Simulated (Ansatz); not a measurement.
# Formation energy of Mg2Sn

The computed numbers are results of PBE, scalar-relativistic (no spin polarisation) in the plane-wave PAW code Ansatz at 420 eV, 10×10×10 k-mesh, Gaussian smearing of 0.05 eV. The datasets are Ansatz's generated set soft_2.

The chain of runs began from a cell as deposited in COD, expanded in volume.

The structure is cubic, space group Fm-3m (No. 225). Conventional cell: a = 6.816 Å, b = 6.816 Å, c = 6.816 Å, α = 90.00°, β = 90.00°, γ = 90.00°. Around Mg (site symmetry -43m) lie 4 Sn at 2.95 Å. Sn (site symmetry m-3m) is surrounded by 8 Mg at 2.95 Å. (Shells end 15 % past the nearest neighbour.)

The elements were computed in their standard states with the same datasets, cutoff and functional. Tin is taken as white (β) tin. Total energies depend on the potentials used, so only differences within one code and one set of settings carry meaning.

Energy of the relaxed cell (3 atoms, smearing extrapolated to zero): -9872.391 eV. Elements, in eV/atom: Mg -1923.800, Sn -6024.173.

Problem. What is the formation energy?

Solution. [-9872.391 − (2 × -1923.800 + 1 × -6024.173)] / 3 = -0.21 eV/atom, or -20 kJ per mole of atoms.

The value is for 0 K, without zero-point energy. A negative value shows stability against the elements alone, not against other compounds or structures.
